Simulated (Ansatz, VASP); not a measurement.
## BAs in two plane-wave programs

Wanted: the spread between two codes on one cell, functional and k mesh. The cell is taken from a series of VASP runs on this material, whose earlier steps may have relaxed, scaled or displaced it; both programs get it as it stands.

Calculated with Ansatz 0.2.0; plane waves, with VASP 6.6.1 beside it; zone-centre phonons at PBE.

### 1. The structure

The structure is cubic, space group F-43m (No. 216). Conventional cell: a = 4.817 Å, b = 4.817 Å, c = 4.817 Å, α = 90.00°, β = 90.00°, γ = 90.00°. Nearest to B lie 4 As at 2.09 Å. As has 4 B at 2.09 Å nearest. Farther neighbours are not listed.

### 2. VASP: zone-centre phonons, PBE

Second derivatives magnify differences that forces hide, and they need a tight electronic threshold.

Lines of VASP's logs that name or quote its potential files are left out, and so is its time.

INCAR reads:

```
SYSTEM = BAs
PREC = Accurate
ENCUT = 420
EDIFF = 1E-08
NELM = 100
ISMEAR = 0
SIGMA = 0.05
LREAL = .FALSE.
ALGO = Normal
GGA = PE
NBANDS = 10
LORBIT = 11
LWAVE = .FALSE.
LCHARG = .FALSE.
KPAR = 2
IBRION = 8
LEPSILON = .TRUE.
ISIF = 2
```

POSCAR reads:

```
BAs
1.0
    0.0000000000      2.4084771865      2.4084771865
    2.4084771865      0.0000000000      2.4084771865
    2.4084771865      2.4084771865      0.0000000000
B As
1 1
Direct
    0.0000000000      0.0000000000      0.0000000000
    0.2500000000      0.2500000000      0.2500000000
```

KPOINTS reads:

```
Automatic mesh
0
Gamma
8 8 8
0 0 0
```

The projector-augmented-wave data sets are B and As (PBE family, release 64).

Launch:

```sh
$ mpirun -np 2 vasp_std
```

Numbers of over 12 decimals in the logs are rounded to 6 here.

What it wrote:

```text
[banner, memory and clock lines left out]
running    2 mpi-ranks, on    1 nodes
 distrk:  each k-point on    1 cores,    2 groups
 distr:  one band on    1 cores,    1 groups

 POSCAR found type information on POSCAR B As
 POSCAR found :  2 types and       2 ions
 LDA part: xc-table for (Slater+PW92), standard interpolation
 POSCAR, INCAR and KPOINTS ok, starting setup
 FFT: planning ... GRIDC
 FFT: planning ... GRID_SOFT
 FFT: planning ... GRID
 WAVECAR not read
 entering main loop
       N       E                     dE             d eps       ncg     rms          rms(c)
DAV:   1     0.913242503153E+01    0.91324E+01   -0.34273E+03   588   0.605E+02
DAV:   2    -0.114143546858E+02   -0.20547E+02   -0.19547E+02   796   0.948E+01
DAV:   3    -0.120014543037E+02   -0.58710E+00   -0.58419E+00   682   0.157E+01
DAV:   4    -0.120033408723E+02   -0.18866E-02   -0.18864E-02   714   0.971E-01
DAV:   5    -0.120033434594E+02   -0.25871E-05   -0.25871E-05   682   0.364E-02    0.476E+00
DAV:   6    -0.114673963539E+02    0.53595E+00   -0.15684E+00   624   0.537E+00    0.232E+00
DAV:   7    -0.114140435288E+02    0.53353E-01   -0.17602E-01   708   0.221E+00    0.958E-01
DAV:   8    -0.114076312619E+02    0.64123E-02   -0.20463E-02   628   0.847E-01    0.984E-02
DAV:   9    -0.114079247835E+02   -0.29352E-03   -0.72742E-04   658   0.166E-01    0.573E-02
DAV:  10    -0.114080951042E+02   -0.17032E-03   -0.22570E-04   632   0.961E-02    0.134E-02
DAV:  11    -0.114081009560E+02   -0.58518E-05   -0.64005E-06   720   0.179E-02    0.110E-02
DAV:  12    -0.114081009445E+02    0.11456E-07   -0.29587E-06   632   0.987E-03    0.326E-03
DAV:  13    -0.114081010069E+02   -0.62345E-07   -0.86690E-08   696   0.205E-03    0.109E-03
DAV:  14    -0.114081011263E+02   -0.11944E-06   -0.15717E-08   626   0.871E-04    0.973E-05
DAV:  15    -0.114081011326E+02   -0.63137E-08   -0.36036E-10   362   0.148E-04
   1 F= -.11408101E+02 E0= -.11408101E+02  d E =-.733742E-16
 Linear response reoptimize wavefunctions to high precision
DAV:   1    -0.114081011229E+02    0.97428E-08   -0.97664E-11   408   0.564E-05
DAV:   2    -0.114081011229E+02    0.11539E-10   -0.51939E-12   342   0.142E-05
 Linear response G [H, r] |phi>, progress :
  Direction:   1
       N       E                     dE             d eps       ncg     rms
RMM:   1    -0.491627904735E+02   -0.49163E+02   -0.67582E+01  1454   0.462E+01
RMM:   2    -0.371646617899E+02    0.11998E+02   -0.30681E+00   961   0.111E+01
RMM:   3    -0.371641293638E+02    0.53243E-03   -0.40272E-02  1003   0.899E-01
RMM:   4    -0.371626853537E+02    0.14440E-02   -0.19395E-03  1017   0.101E-01
RMM:   5    -0.371625376318E+02    0.14772E-03   -0.17363E-04  1021   0.119E-02
RMM:   6    -0.371625225685E+02    0.15063E-04   -0.17591E-05  1019   0.185E-03
RMM:   7    -0.371625209525E+02    0.16160E-05   -0.12593E-06   933   0.451E-04
RMM:   8    -0.371625207691E+02    0.18334E-06    0.51809E-07   857   0.279E-04
RMM:   9    -0.371625207773E+02   -0.81564E-08    0.45754E-08   790   0.259E-04
 Linear response G [H, r] |phi>, progress :
  Direction:   2
       N       E                     dE             d eps       ncg     rms
RMM:   1    -0.480504959333E+02   -0.48050E+02   -0.91006E+01  1440   0.441E+01
RMM:   2    -0.383787927145E+02    0.96717E+01   -0.20839E+00   954   0.959E+00
RMM:   3    -0.383880561606E+02   -0.92634E-02   -0.29933E-02  1009   0.732E-01
RMM:   4    -0.383867747985E+02    0.12814E-02   -0.18380E-03  1013   0.823E-02
RMM:   5    -0.383866298245E+02    0.14497E-03   -0.17043E-04  1026   0.991E-03
RMM:   6    -0.383866149916E+02    0.14833E-04   -0.18078E-05  1024   0.163E-03
RMM:   7    -0.383866134019E+02    0.15897E-05   -0.20711E-06   920   0.449E-04
RMM:   8    -0.383866132157E+02    0.18619E-06    0.80188E-08   864   0.303E-04
RMM:   9    -0.383866132159E+02   -0.22742E-09    0.12537E-06   812   0.286E-04
RMM:  10    -0.383866132179E+02   -0.20337E-08    0.23559E-06   723   0.286E-04
RMM:  11    -0.383866132192E+02   -0.12628E-08    0.59424E-06   669   0.286E-04
 Linear response G [H, r] |phi>, progress :
  Direction:   3
       N       E                     dE             d eps       ncg     rms
RMM:   1    -0.245476902967E+02   -0.24548E+02    0.12680E+02  1364   0.429E+01
RMM:   2    -0.223043664917E+02    0.22433E+01   -0.25779E+00   950   0.101E+01
RMM:   3    -0.223012585638E+02    0.31079E-02   -0.35484E-02   985   0.957E-01
RMM:   4    -0.223009641428E+02    0.29442E-03   -0.37941E-04  1022   0.115E-01
RMM:   5    -0.223009675221E+02   -0.33793E-05   -0.57623E-06  1012   0.146E-02
RMM:   6    -0.223009678492E+02   -0.32712E-06   -0.14461E-07   988   0.214E-03
RMM:   7    -0.223009678805E+02   -0.31254E-07   -0.63587E-07   908   0.455E-04
RMM:   8    -0.223009678668E+02    0.13699E-07   -0.25516E-06   829   0.230E-04
RMM:   9    -0.223009678649E+02    0.19240E-08   -0.11763E-05   728   0.203E-04
RMM:  10    -0.223009678635E+02    0.13737E-08   -0.43348E-05   647   0.204E-04
RMM:  11    -0.223009678724E+02   -0.89548E-08   -0.26681E-05   611   0.204E-04
RMM:  12    -0.223009678831E+02   -0.10696E-07   -0.37968E-05   531   0.204E-04
 Linear response to external field (no local field effect), progress :
  Direction:   1
       N       E                     dE             d eps       ncg     rms          rms(c)
[...]
RMM:   5    -0.368496775698E+00    0.12537E-08   -0.72567E-09   871   0.189E-04
 change of polarisation eV/A/(eV/A) component  3 :     0.222    -0.264     0.737
 dielectric tensor                  component  3 :     1.440    -1.707     5.773
 Linear response to external field, progress :
  Direction:   1
       N       E                     dE             d eps       ncg     rms          rms(c)
RMM:   1    -0.724278029003E+00   -0.72428E+00   -0.33854E+00  4248   0.305E+00
RMM:   2    -0.742843185058E+00   -0.18565E-01   -0.77029E-03  3116   0.411E-01    0.131E+00
RMM:   3    -0.733400058634E+00    0.94431E-02   -0.59535E-03  3196   0.460E-01    0.763E-01
RMM:   4    -0.769602033589E+00   -0.36202E-01   -0.88547E-03  3134   0.589E-01    0.806E-02
RMM:   5    -0.775313668317E+00   -0.57116E-02   -0.20113E-04  3211   0.947E-02    0.132E-02
RMM:   6    -0.775678166605E+00   -0.36450E-03   -0.35505E-06  3292   0.142E-02    0.635E-03
RMM:   7    -0.775957652571E+00   -0.27949E-03   -0.23892E-06  3206   0.116E-02    0.565E-04
RMM:   8    -0.775965355843E+00   -0.77033E-05    0.71898E-09  3372   0.833E-04    0.163E-04
RMM:   9    -0.775963663128E+00    0.16927E-05    0.56237E-09  3127   0.323E-04    0.388E-05
RMM:  10    -0.775964145051E+00   -0.48192E-06    0.50760E-10  2935   0.992E-05    0.548E-06
 change of polarisation eV/A/(eV/A) component  1 :     1.434     0.458     0.241
 dielectric tensor                  component  1 :    10.285     2.963     1.562
 Linear response to external field, progress :
  Direction:   2
       N       E                     dE             d eps       ncg     rms          rms(c)
RMM:   1    -0.724264063266E+00   -0.72426E+00   -0.33853E+00  4250   0.305E+00
RMM:   2    -0.742843504835E+00   -0.18579E-01   -0.76568E-03  3116   0.411E-01    0.131E+00
RMM:   3    -0.733399537787E+00    0.94440E-02   -0.59704E-03  3196   0.460E-01    0.763E-01
RMM:   4    -0.769600548303E+00   -0.36201E-01   -0.88717E-03  3137   0.589E-01    0.806E-02
RMM:   5    -0.775314646608E+00   -0.57141E-02   -0.20222E-04  3211   0.946E-02    0.132E-02
RMM:   6    -0.775677974398E+00   -0.36333E-03   -0.39217E-06  3293   0.142E-02    0.634E-03
RMM:   7    -0.775957666572E+00   -0.27969E-03   -0.25395E-06  3205   0.116E-02    0.565E-04
RMM:   8    -0.775965251473E+00   -0.75849E-05   -0.22242E-08  3366   0.831E-04    0.163E-04
RMM:   9    -0.775963572072E+00    0.16794E-05   -0.14161E-09  3125   0.324E-04    0.387E-05
RMM:  10    -0.775964056936E+00   -0.48486E-06    0.26081E-09  2939   0.984E-05    0.564E-06
 change of polarisation eV/A/(eV/A) component  2 :     0.444     1.434     0.212
 dielectric tensor                  component  2 :     2.875    10.285     1.372
 Linear response to external field, progress :
  Direction:   3
       N       E                     dE             d eps       ncg     rms          rms(c)
RMM:   1    -0.724288326681E+00   -0.72429E+00   -0.33855E+00  4250   0.305E+00
RMM:   2    -0.742843209679E+00   -0.18555E-01   -0.77207E-03  3116   0.411E-01    0.131E+00
RMM:   3    -0.733400330579E+00    0.94429E-02   -0.59558E-03  3198   0.460E-01    0.763E-01
RMM:   4    -0.769602582787E+00   -0.36202E-01   -0.88586E-03  3135   0.589E-01    0.806E-02
RMM:   5    -0.775313606744E+00   -0.57110E-02   -0.20112E-04  3212   0.947E-02    0.132E-02
RMM:   6    -0.775678148969E+00   -0.36454E-03   -0.35642E-06  3292   0.142E-02    0.635E-03
RMM:   7    -0.775957617675E+00   -0.27947E-03   -0.23969E-06  3211   0.116E-02    0.565E-04
RMM:   8    -0.775965292771E+00   -0.76751E-05    0.73812E-09  3370   0.833E-04    0.163E-04
RMM:   9    -0.775963591026E+00    0.17017E-05    0.58791E-09  3135   0.323E-04    0.389E-05
RMM:  10    -0.775964065679E+00   -0.47465E-06    0.22710E-09  2912   0.992E-05    0.555E-06
 change of polarisation eV/A/(eV/A) component  3 :     0.344     0.355     1.434
 dielectric tensor                  component  3 :     2.225     2.300    10.285
 Linear response DOF=           2
 Linear response progress:
  Degree of freedom:   1/  2
       N       E                     dE             d eps       ncg     rms          rms(c)
RMM:   1    -0.426734415749E-01   -0.42673E-01    0.33002E-03  4434   0.107E+00
RMM:   2    -0.399112450192E-01    0.27622E-02   -0.13286E-03  2998   0.212E-01    0.922E-02
RMM:   3    -0.399748940527E-01   -0.63649E-04   -0.26371E-04  3131   0.602E-02    0.492E-02
RMM:   4    -0.402322122823E-01   -0.25732E-03   -0.20622E-04  3064   0.572E-02    0.787E-03
RMM:   5    -0.401934618237E-01    0.38750E-04   -0.11419E-05  3196   0.916E-03    0.701E-04
RMM:   6    -0.401895798372E-01    0.38820E-05   -0.80232E-07  3256   0.839E-04    0.333E-04
RMM:   7    -0.401889935229E-01    0.58631E-06   -0.35899E-07  3235   0.414E-04    0.558E-05
RMM:   8    -0.401891462704E-01   -0.15275E-06    0.40180E-08  3307   0.103E-04    0.165E-05
RMM:   9    -0.401891028805E-01    0.43390E-07    0.39597E-08  3370   0.394E-05    0.499E-06
RMM:  10    -0.401891116090E-01   -0.87286E-08    0.10797E-08  3303   0.211E-05    0.882E-07
 first order change of Fermi-energy  -0.33422E-05
 force on displaced ion       1 direction 1 : -16.056   0.000   0.000
 Born effective charge ion    1 direction 1 :  -0.500   0.000   0.000
 Linear response progress:
  Degree of freedom:   2/  2
       N       E                     dE             d eps       ncg     rms          rms(c)
RMM:   1    -0.390379322566E-01   -0.39038E-01    0.32373E-02  4486   0.113E+00
RMM:   2    -0.367893526374E-01    0.22486E-02   -0.44265E-05  3017   0.208E-01    0.931E-02
RMM:   3    -0.367150621260E-01    0.74291E-04    0.17734E-04  3226   0.287E-02    0.554E-02
RMM:   4    -0.367065600347E-01    0.85021E-05    0.15914E-04  3119   0.358E-02    0.361E-03
RMM:   5    -0.367196629070E-01   -0.13103E-04    0.20587E-05  3293   0.355E-03    0.841E-04
RMM:   6    -0.367183686000E-01    0.12943E-05    0.10466E-06  3232   0.100E-03    0.221E-04
RMM:   7    -0.367161953662E-01    0.21732E-05    0.34920E-07  3291   0.390E-04    0.388E-05
RMM:   8    -0.367162370737E-01   -0.41707E-07    0.67326E-08  3404   0.412E-05    0.276E-05
RMM:   9    -0.367163906638E-01   -0.15359E-06    0.69980E-08  3330   0.456E-05    0.293E-06
RMM:  10    -0.367163812049E-01    0.94589E-08    0.27184E-08  3225   0.138E-05    0.164E-06
 first order change of Fermi-energy   0.26577E-03
 force on displaced ion       2 direction 1 : -16.058   0.000   0.000
 Born effective charge ion    2 direction 1 :   0.399   0.000   0.000
 Born effective charges drift removed
 Linear response finished
```

Parts of OUTCAR (step 2):

```text
ion  position               nearest neighbor table
   1  0.000  0.000  0.000-   2 2.09   2 2.09   2 2.09   2 2.09
   2  0.250  0.250  0.250-   1 2.09   1 2.09   1 2.09   1 2.09

  LATTYP: Found a face centered cubic cell.
 ALAT       =     4.8169543730

 Subroutine GETGRP returns: Found 24 space group operations
 (whereof 24 operations were pure point group operations)

The static configuration has the point symmetry T_d .

 Found     29 irreducible k-points:

   k-points           NKPTS =     29   k-points in BZ     NKDIM =     29   number of bands    NBANDS=     10

   dimension x,y,z NGX =    24 NGY =   24 NGZ =   24
   dimension x,y,z NGXF=    48 NGYF=   48 NGZF=   48

   ENCUT  =  420.0 eV  30.87 Ry    5.56 a.u.   5.69  5.69  5.69*2*pi/ulx,y,z

   NELECT =       8.0000    total number of electrons

 k-points in reciprocal lattice and weights: Automatic mesh
   0.00000000  0.00000000  0.00000000       0.002
   0.12500000  0.00000000  0.00000000       0.016
   0.25000000  0.00000000  0.00000000       0.016
   0.37500000  0.00000000  0.00000000       0.016
   0.50000000  0.00000000  0.00000000       0.008
   0.12500000  0.12500000  0.00000000       0.012
   0.25000000  0.12500000  0.00000000       0.047
   0.37500000  0.12500000  0.00000000       0.047
   0.50000000  0.12500000  0.00000000       0.047
[...]
-0.37500000  0.50000000  0.12500000       0.023
  -0.25000000  0.50000000  0.25000000       0.012

 average (electrostatic) potential at core
       1 -27.0961       2 -49.0205

  Total        0.0012998      0.0012998      0.0012998     -0.0000000      0.0000000      0.0000000
  in kB        0.0745274      0.0745274      0.0745274     -0.0000000      0.0000000      0.0000000
  external PRESSURE =       0.0745274 kB  Pullay stress =       0.0000000 kB

  energy-cutoff  :      420.00
  volume of cell :       27.94
      direct lattice vectors                 reciprocal lattice vectors
     0.000000000  2.408477186  2.408477186    -0.207600057  0.207600057  0.207600057
     2.408477186  0.000000000  2.408477186     0.207600057 -0.207600057  0.207600057
     2.408477186  2.408477186  0.000000000     0.207600057  0.207600057 -0.207600057

 POSITION                                       TOTAL-FORCE (eV/Angst)
 -----------------------------------------------------------------------------------
      0.00000      0.00000      0.00000         0.000000      0.000000      0.000000
      1.20424      1.20424      1.20424        -0.000000     -0.000000     -0.000000
 -----------------------------------------------------------------------------------
    total drift:                                0.000000      0.000000      0.000000

 MACROSCOPIC STATIC DIELECTRIC TENSOR (including local field effects in DFT)
 ------------------------------------------------------
          10.284918     0.000000    -0.000000
           0.000000    10.284918    -0.000000
           0.000000     0.000000    10.284918
 ------------------------------------------------------

 PIEZOELECTRIC TENSOR (including local field effects)  for field in x, y, z        (C/m^2)
          XX          YY          ZZ          XY          YZ          ZX
  --------------------------------------------------------------------------------
  x     0.00000     0.00000     0.00000     0.00000     0.05772     0.00000
  y    -0.00000     0.00000     0.00000     0.00000     0.00000     0.05772
  z     0.00000    -0.00000     0.00000     0.05772     0.00000     0.00000

 BORN EFFECTIVE CHARGES (including local field effects) (in |e|, cummulative output)
 ---------------------------------------------------------------------------------
 ion    1
    1    -0.45240     0.00000    -0.00000
    2     0.00000    -0.45240     0.00000
    3     0.00000     0.00000    -0.45240
 ion    2
    1     0.45240     0.00000     0.00000
    2    -0.00000     0.45240     0.00000
    3    -0.00000    -0.00000     0.45240

 Eigenvectors and eigenvalues of the dynamical matrix
 ----------------------------------------------------

   1 f  =   20.379970 THz   128.051129 2PiTHz  679.802629 cm-1    84.284746 meV
             X         Y         Z           dx          dy          dz
      0.000000  0.000000  0.000000     0.000000   -0.000000   -0.934818
      1.204239  1.204239  1.204239     0.000000   -0.000000    0.355127

   2 f  =   20.379970 THz   128.051129 2PiTHz  679.802629 cm-1    84.284746 meV
             X         Y         Z           dx          dy          dz
      0.000000  0.000000  0.000000     0.934818    0.000000    0.000000
      1.204239  1.204239  1.204239    -0.355127    0.000000    0.000000

   3 f  =   20.379970 THz   128.051129 2PiTHz  679.802629 cm-1    84.284746 meV
             X         Y         Z           dx          dy          dz
      0.000000  0.000000  0.000000     0.000000   -0.934818    0.000000
      1.204239  1.204239  1.204239     0.000000    0.355127    0.000000

   4 f/i=    0.000440 THz     0.002762 2PiTHz    0.014665 cm-1     0.001818 meV
             X         Y         Z           dx          dy          dz
      0.000000  0.000000  0.000000    -0.115157    0.122784    0.312695
      1.204239  1.204239  1.204239    -0.303134    0.323210    0.823122

   5 f/i=    0.000440 THz     0.002762 2PiTHz    0.014665 cm-1     0.001818 meV
             X         Y         Z           dx          dy          dz
      0.000000  0.000000  0.000000     0.083833   -0.309595    0.152440
      1.204239  1.204239  1.204239     0.220679   -0.814962    0.401276

   6 f/i=    0.000440 THz     0.002762 2PiTHz    0.014665 cm-1     0.001818 meV
             X         Y         Z           dx          dy          dz
      0.000000  0.000000  0.000000     0.325309    0.123248    0.071407
      1.204239  1.204239  1.204239     0.856327    0.324433    0.187969

 MACROSCOPIC STATIC DIELECTRIC TENSOR IONIC CONTRIBUTION
 ------------------------------------------------------
           0.082548    -0.000000     0.000000
          -0.000000     0.082548    -0.000000
           0.000000    -0.000000     0.082548
 ------------------------------------------------------

 ELASTIC MODULI CONTR FROM IONIC RELAXATION (kBar)
 Direction    XX          YY          ZZ          XY          YZ          ZX
 --------------------------------------------------------------------------------
 XX          -0.0000     -0.0000      0.0000      0.0000     -0.0000     -0.0000
 YY          -0.0000     -0.0000     -0.0000     -0.0000      0.0000     -0.0000
 ZZ           0.0000     -0.0000     -0.0000     -0.0000      0.0000     -0.0000
 XY           0.0000     -0.0000     -0.0000   -146.1224      0.0000      0.0000
 YZ          -0.0000      0.0000      0.0000      0.0000   -146.1224      0.0000
 ZX          -0.0000     -0.0000     -0.0000      0.0000      0.0000   -146.1224
 --------------------------------------------------------------------------------

 PIEZOELECTRIC TENSOR IONIC CONTR  for field in x, y, z        (C/m^2)
          XX          YY          ZZ          XY          YZ          ZX
  --------------------------------------------------------------------------------
  x    -0.00000     0.00000     0.00000    -0.00000    -0.10334     0.00000
  y    -0.00000    -0.00000    -0.00000     0.00000     0.00000    -0.10334
  z     0.00000    -0.00000    -0.00000    -0.10334     0.00000     0.00000
```

[end of part 1 of 2]

[Lines on the potential files, build, host, timing and source positions are cut from VASP's logs without a mark.]

[Logs are printed without paths, hosts, clocks, repeated set-up lines and the standing remarks that a program may print on its own settings, such as how far it seeks lower states.]

[Hosts, paths, dates, database ids (printed as entryN), source tags and the programs' standing remarks are cut or masked in the printed files.]
